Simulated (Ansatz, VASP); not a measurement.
**One calculation of Cu, two programs**

```
CELL_PARAMETERS angstrom
2.56598 0.00000 0.00000
0.00000 2.56598 0.00000
0.00000 0.00000 17.62884
ATOMIC_POSITIONS crystal
Cu 0.50000 0.50000 0.39708
Cu 0.00000 0.00000 0.49714
Cu 0.50000 0.50000 0.59720
```

Alike in both runs: functional PBE; k mesh 11 × 11 × 1; occupations gaussian, width 0.1 eV; no spin polarisation.

Ansatz relaxed the structure, and its values are those at the end. VASP's run is a single point on that final structure, the one shown.

```csv
,VASP,Ansatz
version,VASP 6.6.1,Ansatz 0.2.0
potentials or method,"VASP PAW PBE potentials, release 64 (Cu)","scalar-relativistic, plane waves, PAW"
plane-wave cutoff (eV),520,420
valence electrons in the cell,33,57
```

|  | VASP | Ansatz | Ansatz less VASP |
| --- | --- | --- | --- |
| gap on the k mesh at the Fermi level (eV) | none | none | - |
| rms of the force components (eV/Å) | 0.017 | 0.002 | -0.0144 |

A gap of «none» marks a metal or a gap that the smearing closes. The functional is the same, so the differences come from potentials, cutoffs and numerics. The two sets of potentials don't hold the same shells in valence. Ansatz warned: «vacuum_density_over_bound».
